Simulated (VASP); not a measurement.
# AlN (Fm-3m) in VASP: further runs

Aim: see how the results for AlN move with the level of theory and the settings. Levels: r2SCAN, r2SCAN+rVV10. Tasks: relaxation of cell and atoms.

Program: VASP 6.6.1. These are calculated values, not measurements. Logs are shortened: lines on timing, memory, paths and dates and some standing lists are left out, and cuts for length are marked.

**1. The structure**

The structure is cubic, space group Fm-3m (No. 225). The conventional cell has a = 4.069 Å, b = 4.069 Å, c = 4.069 Å, α = 90.00°, β = 90.00°, γ = 90.00°. Around Al (site symmetry m-3m) lie 6 N at 2.03 Å. N (site symmetry m-3m) is surrounded by 6 Al at 2.03 Å.

Measurements of this composition are mostly on another form, of space group No. 186.

**2. Relaxation of cell and atoms, r2SCAN**

INCAR

```
PREC = Accurate
ENCUT = 600
EDIFF = 1E-7
ISMEAR = 0
SIGMA = 0.02
LREAL = F
LASPH = T
NELM = 80
ALGO = Normal
ISIF = 3
LWAVE = F
LCHARG = F
METAGGA = R2SCAN
LMIXTAU = T
IBRION = 2
NSW = 90
EDIFFG = -0.005
```

KPOINTS

```
regular mesh
0
Gamma
  10 10 10
```

POSCAR

```
AlN
1.0
    0.0000000000      2.0345180000      2.0345180000
    2.0345180000      0.0000000000      2.0345180000
    2.0345180000      2.0345180000      0.0000000000
Al N
1 1
Direct
    0.5000000000      0.5000000000      0.5000000000
    0.0000000000      0.0000000000      0.0000000000
```

Potentials or basis: VASP PAW PBE potentials, release 64 (Al, N).

On the command line:

```sh
> cat potpaw_PBE.64/Al/POTCAR potpaw_PBE.64/N/POTCAR > POTCAR
> mpirun -np 1 vasp_std > vasp.out
```

OUTCAR:

```text
PREC = Accurate
   ENCUT = 600
   EDIFF = 1E-7
   ISMEAR = 0
   LREAL = F
   LASPH = T
   NELM = 80
   ISIF = 3
   METAGGA = R2SCAN
   IBRION = 2
   NSW = 90
   EDIFFG = -0.005

 ion  position               nearest neighbor table
   1  0.500  0.500  0.500-   2 2.03   2 2.03   2 2.03   2 2.03   2 2.03   2 2.03
   2  0.000  0.000  0.000-   1 2.03   1 2.03   1 2.03   1 2.03   1 2.03   1 2.03

  LATTYP: Found a face centered cubic cell.
 ALAT       =     4.0690360000

  Lattice vectors:

 A1 = (   0.0000000000,   2.0345180000,   2.0345180000)
 A2 = (   2.0345180000,   0.0000000000,   2.0345180000)
 A3 = (   2.0345180000,   2.0345180000,   0.0000000000)

Analysis of symmetry for initial positions (statically):
=====================================================================
 Subroutine PRICEL returns:
 Original cell was already a primitive cell.

 Routine SETGRP: Setting up the symmetry group for a
 face centered cubic supercell.

 Subroutine GETGRP returns: Found 48 space group operations
 (whereof 48 operations were pure point group operations)
 out of a pool of 48 trial point group operations.

The static configuration has the point symmetry O_h .

Analysis of symmetry for dynamics (positions and initial velocities):
=====================================================================
 Subroutine PRICEL returns:
 Original cell was already a primitive cell.

 Routine SETGRP: Setting up the symmetry group for a
 face centered cubic supercell.

 Subroutine GETGRP returns: Found 48 space group operations
 (whereof 48 operations were pure point group operations)
 out of a pool of 48 trial point group operations.

The dynamic configuration has the point symmetry O_h .

 Subroutine INISYM returns: Found 48 space group operations
 (whereof 48 operations are pure point group operations),
 and found     1 'primitive' translations

----------------------------------------------------------------------------------------

                                     Primitive cell

  volume of cell :      16.8428

  direct lattice vectors                    reciprocal lattice vectors
     0.000000000  2.034518000  2.034518000    -0.245758455  0.245758455  0.245758455
     2.034518000  0.000000000  2.034518000     0.245758455 -0.245758455  0.245758455
     2.034518000  2.034518000  0.000000000     0.245758455  0.245758455 -0.245758455

  length of vectors
     2.877242948  2.877242948  2.877242948     0.425666130  0.425666130  0.425666130

  position of ions in fractional coordinates (direct lattice)
     0.500000000  0.500000000  0.500000000
     0.000000000  0.000000000  0.000000000

  ion indices of the primitive-cell ions
   primitive index   ion index
                 1           1
                 2           2

----------------------------------------------------------------------------------------

 KPOINTS: regular mesh

Automatic generation of k-mesh.
 Grid dimensions read from file:
 generate k-points for:   10   10   10

 Generating k-lattice:

  Cartesian coordinates                     Fractional coordinates (reciprocal lattice)
    -0.024575845  0.024575845  0.024575845     0.100000000  0.000000000  0.000000000
     0.024575845 -0.024575845  0.024575845     0.000000000  0.100000000  0.000000000
     0.024575845  0.024575845 -0.024575845     0.000000000  0.000000000  0.100000000

  Length of vectors
     0.042566613  0.042566613  0.042566613

  Shift w.r.t. Gamma in fractional coordinates (k-lattice)
     0.000000000  0.000000000  0.000000000

 Subroutine IBZKPT returns following result:
 ===========================================

 Found     47 irreducible k-points:

 Following reciprocal coordinates:
            Coordinates               Weight
  0.000000  0.000000  0.000000      1.000000
  0.100000  0.000000  0.000000      8.000000
  0.200000  0.000000  0.000000      8.000000
  0.300000  0.000000  0.000000      8.000000
  0.400000  0.000000  0.000000      8.000000
  0.500000  0.000000  0.000000      4.000000
[... 16 lines left out ...]
  0.300000  0.300000  0.000000      6.000000
  0.400000  0.300000  0.000000     24.000000
 [... further k-points ...]
   k-points           NKPTS =     47   k-points in BZ     NKDIM =     47   number of bands    NBANDS=      8
   number of dos      NEDOS =    301   number of ions     NIONS =      2
   total plane-waves  NPLWV =  13824
   dimension x,y,z NGX =    24 NGY =   24 NGZ =   24
   dimension x,y,z NGXF=    48 NGYF=   48 NGZF=   48
   ions per type =               1   1
   NGX,Y,Z   is equivalent  to a cutoff of  13.87, 13.87, 13.87 a.u.
   NGXF,Y,Z  is equivalent  to a cutoff of  27.73, 27.73, 27.73 a.u.
 SYSTEM =  unknown system
   PREC   = accura    normal or accurate (medium, high low for compatibility)
   ISTART =      0    job   : 0-new  1-cont  2-samecut
   ICHARG =      2    charge: 1-file 2-atom 10-const
   ISPIN  =      1    spin polarized calculation?
   LNONCOLLINEAR =      F non collinear calculations
   LSORBIT =      F    spin-orbit coupling
   LASPH  =      T    aspherical Exc in radial PAW
   ENCUT  =  600.0 eV  44.10 Ry    6.64 a.u.   5.75  5.75  5.75*2*pi/ulx,y,z
   NELM   =     80;   NELMIN=  2; NELMDL= -5     # of ELM steps
   EDIFF  = 0.1E-06   stopping-criterion for ELM
   LREAL  =      F    real-space projection
   EDIFFG = -.5E-02   stopping-criterion for IOM
   NSW    =     90    number of steps for IOM
   IBRION =      2    ionic relax: 0-MD 1-quasi-New 2-CG
   NFREE  =      1    steps in history (QN), initial steepest desc. (CG)
   ISIF   =      3    stress and relaxation
   ISYM   =      2    0-nonsym 1-usesym 2-fastsym
   POTIM  = 0.5000    time-step for ionic-motion
   TEBEG  =    0.0;   TEEND  =   0.0 temperature during run
   PSTRESS=    0.0 pullay stress
   NELECT =       8.0000    total number of electrons
   NUPDOWN=      -1.0000    fix difference up-down
   EMIN   =  10.00;   EMAX   =-10.00  energy-range for DOS
   EFERMI =   0.00;   METHOD = LEGACY
   ISMEAR =     0;   SIGMA  =   0.02  broadening in eV -4-tet -1-fermi 0-gaus
   EFERMI_NEDOS =   21; number of points for ismear=-14 and -15
   IALGO  =     38    algorithm
   IMIX   =      4    mixing-type and parameters
     AMIX     =   0.40;   BMIX     =  1.00
     AMIX_MAG =   1.60;   BMIX_MAG =  1.00
  volume/ion in A,a.u.               =       8.42        56.83
  Fermi-wavevector in a.u.,A,eV,Ry     =   1.277321  2.413786 22.198561  1.631548
  Thomas-Fermi vector in A             =   2.409927
   LORBIT       =      0    0 simple, 1 ext, 2 COOP (PROOUT), +10 PAW based schemes
   METAGGA = R2SCAN    functional components
   LHFCALC =     F    Hartree Fock is set to
   AEXX    =    0.0000 exact exchange contribution
   IVDW    =     0    specifies the selected vdW correction
   LEPSILON=     F    determine dielectric tensor
   LRPA    =     F    only Hartree local field effects (RPA)
 conjugate gradient relaxation of ions
 non-spin polarized calculation
 Gauss-broadening in eV      SIGMA  =   0.02
  energy-cutoff  :      600.00
  volume of cell :       16.84
 maximum number of plane-waves:       588
   NGX = 11   NGY = 11   NGZ = 11

--------------------------------------- Ionic step        1  -------------------------------------------

 number of electron       7.9999999 magnetization

 Free energy of the ion-electron system (eV)
  ---------------------------------------------------
  ext. energy  EPLUGINS =         0.00000000
  ---------------------------------------------------
  free energy    TOTEN  =       -18.88802791 eV

  energy without entropy =      -18.88802791  energy(sigma->0) =      -18.88802791

 E-fermi :   9.6259     XC(G=0): -12.7836

 val. band max:        9.5303529750   @ k =   0.0000   0.0000   0.0000
 cond. band min:      14.8240257956   @ k =   0.5000   0.5000   0.0000
 fundamental gap:      5.2936728206
 Fermi energy:         9.6258719932

 k-point     1 :       0.0000    0.0000    0.0000
  band No.  band energies     occupation
      1      -8.6967      2.00000
      2       9.5304      2.00000
      3       9.5304      2.00000
      4       9.5304      2.00000
      5      15.7638      0.00000
      6      22.3775      0.00000
      7      22.3775      0.00000
      8      22.3775      0.00000

 k-point     2 :       0.1000    0.0000    0.0000
  band No.  band energies     occupation
      1      -8.4920      2.00000
      2       8.5030      2.00000
      3       9.4039      2.00000
      4       9.4039      2.00000
      5      16.4082      0.00000
      6      21.5521      0.00000
      7      22.6910      0.00000
      8      22.6910      0.00000
[... 300 lines left out ...]
 POSITION                                       TOTAL-FORCE (eV/Angst)
 -----------------------------------------------------------------------------------
      1.99955      1.99955      1.99955        -0.000000     -0.000000     -0.000000
      0.00000      0.00000      0.00000         0.000000      0.000000      0.000000
 -----------------------------------------------------------------------------------
    total drift:                                0.000000     -0.000000     -0.000000

  FREE ENERGIE OF THE ION-ELECTRON SYSTEM (eV)
  ---------------------------------------------------
  free  energy   TOTEN  =       -18.8875772992 eV

  energy  without entropy=      -18.8875772992  energy(sigma->0) =      -18.88757730

--------------------------------------- Ionic step        3  -------------------------------------------

 number of electron       7.9999999 magnetization

 Free energy of the ion-electron system (eV)
  ---------------------------------------------------
  ext. energy  EPLUGINS =         0.00000000
  ---------------------------------------------------
  free energy    TOTEN  =       -18.89746310 eV

  energy without entropy =      -18.89746310  energy(sigma->0) =      -18.89746310

 E-fermi :  10.0456     XC(G=0): -12.9122

 val. band max:        9.8622475688   @ k =   0.0000   0.0000   0.0000
 cond. band min:      15.4176904332   @ k =   0.5000   0.5000   0.0000
 fundamental gap:      5.5554428645
 Fermi energy:        10.0455744383

 k-point     1 :       0.0000    0.0000    0.0000
  band No.  band energies     occupation
      1      -8.6024      2.00000
      2       9.8622      2.00000
      3       9.8622      2.00000
      4       9.8622      2.00000
      5      16.4835      0.00000
      6      22.7979      0.00000
      7      22.7979      0.00000
      8      22.7979      0.00000

 k-point     2 :       0.1000    0.0000    0.0000
  band No.  band energies     occupation
      1      -8.3924      2.00000
      2       8.8313      2.00000
      3       9.7299      2.00000
      4       9.7299      2.00000
      5      17.1110      0.00000
      6      21.9755      0.00000
      7      23.1251      0.00000
      8      23.1251      0.00000
[... 264 lines left out ...]
 POSITION                                       TOTAL-FORCE (eV/Angst)
 -----------------------------------------------------------------------------------
      2.01700      2.01700      2.01700        -0.000000      0.000000     -0.000000
      0.00000      0.00000      0.00000         0.000000     -0.000000      0.000000
 -----------------------------------------------------------------------------------
    total drift:                                0.000000     -0.000000     -0.000000

  FREE ENERGIE OF THE ION-ELECTRON SYSTEM (eV)
  ---------------------------------------------------
  free  energy   TOTEN  =       -18.8974630995 eV

  energy  without entropy=      -18.8974630995  energy(sigma->0) =      -18.89746310

 reached required accuracy - stopping structural energy minimisation
```

Run time: 69 s. Hardware: 1 thread of Intel Xeon Platinum 8259CL at 2.50GHz (Skylake/Cascade Lake), shared host; peak memory 0.14 GiB.

Results:

```yaml
Free_energy: -18.8975 eV
Relaxed_volume: 8.21 Å³/atom
Relaxed_cell: a = 2.852 Å, b = 2.852 Å, c = 2.852 Å, α = 60.00°, β = 60.00°, γ = 60.00°
Space_group_after_relaxing_to_0.05_Å: Fm-3m (No. 225)
Energy_gained_by_relaxing: 4.7 meV/atom
Ionic_steps: 3
Pressure_after_relaxing: 0.1 GPa
Band_gap_on_the_k_mesh: 5.56 eV, indirect (least direct gap 6.62 eV)
```

Step by step:
```csv
step,energy change (eV),largest force (eV/Å),pressure (GPa),volume (Å³)
1,0.0000,0.0000,-6.78,16.84
2,0.0005,0.0000,7.73,15.99
3,-0.0094,0.0000,0.08,16.41
```

Final structure:
```yaml
crystal:
  lattice:
    - [0.00000, 2.01700, 2.01700]
    - [2.01700, 0.00000, 2.01700]
    - [2.01700, 2.01700, 0.00000]
  atoms:
    - { symbol: Al, position: [0.50000, 0.50000, 0.50000] }
    - { symbol: N, position: [0.00000, 0.00000, 0.00000] }
```

Levels at points of the mesh, in eV from the valence-band top:
```
           k point  band 2  band 3  band 4  band 5  band 6  band 7
(0.00, 0.00, 0.00)    0.00    0.00    0.00    6.62   12.94   12.94
(0.50, 0.00, 0.00)   -8.49   -1.17   -1.17    6.96   11.96   11.96
(0.50, 0.50, 0.00)   -7.59   -2.91   -2.91    5.56    5.97   15.46
```

Caveat: the PAW data sets were made with another functional, which shifts forces and pressure a little.

**3. Relaxation of cell and atoms, r2SCAN+rVV10**

Edit INCAR of step 2 so:

```diff
@@ -14,2 +14,6 @@
 LMIXTAU = T
+LUSE_VDW = T
+IVDW_NL = 2
+BPARAM = 11.95
+CPARAM = 0.0093
 IBRION = 2
```

KPOINTS is that of step 2.

POSCAR is that of step 2.

Potentials or basis: VASP PAW PBE potentials, release 64 (Al, N).

On the command line:

```sh
> cat potpaw_PBE.64/Al/POTCAR potpaw_PBE.64/N/POTCAR > POTCAR
> mpirun -np 1 vasp_std > vasp.out
```

It took 2.8 min on 1 thread of Intel Xeon Platinum 8259CL at 2.50GHz (Skylake/Cascade Lake), shared host; peak memory 0.21 GiB.

The run converged. Its results:

```
Free energy                            : -18.7526 eV
Relaxed volume                         : 8.18 Å³/atom
Relaxed cell                           : a = 2.850 Å, b = 2.850 Å, c = 2.850 Å, α = 60.00°, β = 60.00°, γ = 60.00°
Space group after relaxing (to 0.05 Å) : Fm-3m (No. 225)
Energy gained by relaxing              : 5.9 meV/atom
Ionic steps                            : 3
Pressure after relaxing                : 0.1 GPa
Band gap on the k mesh                 : 5.56 eV, indirect (least direct gap 6.65 eV)
```

The path:
| step | energy change (eV) | largest force (eV/Å) | pressure (GPa) | volume (Å³) |
| --- | --- | --- | --- | --- |
| 1 | 0.0000 | 0.0000 | -7.61 | 16.84 |
| 2 | 0.0009 | 0.0000 | 8.83 | 15.89 |
| 3 | -0.0118 | 0.0000 | 0.07 | 16.36 |

Final structure:
```cif
data_structure
_symmetry_space_group_name_H-M 'P 1'
_symmetry_Int_Tables_number 1
_cell_length_a 2.8496
_cell_length_b 2.8496
_cell_length_c 2.8496
_cell_angle_alpha 60.000
_cell_angle_beta 60.000
_cell_angle_gamma 60.000
_cell_volume 16.36
loop_
_atom_site_label
_atom_site_type_symbol
_atom_site_fract_x
_atom_site_fract_y
_atom_site_fract_z
_atom_site_occupancy
Al1 Al 0.50000 0.50000 0.50000 1
N1 N 0.00000 0.00000 0.00000 1
```

Levels at points of the mesh, in eV from the valence-band top:
```tsv
k point	band 1	band 2	band 3	band 4	band 5	band 6	band 7	band 8
(0.00, 0.00, 0.00)	-18.50	0.00	0.00	0.00	6.65	12.92	12.92	12.92
(0.50, 0.00, 0.00)	-15.21	-8.52	-1.18	-1.18	6.95	11.97	11.97	14.78
(0.50, 0.50, 0.00)	-14.23	-7.63	-2.93	-2.93	5.56	5.93	15.48	18.84
```

Caveat: the PAW data sets were made with another functional, which shifts forces and pressure a little. A k mesh can miss the band edges.
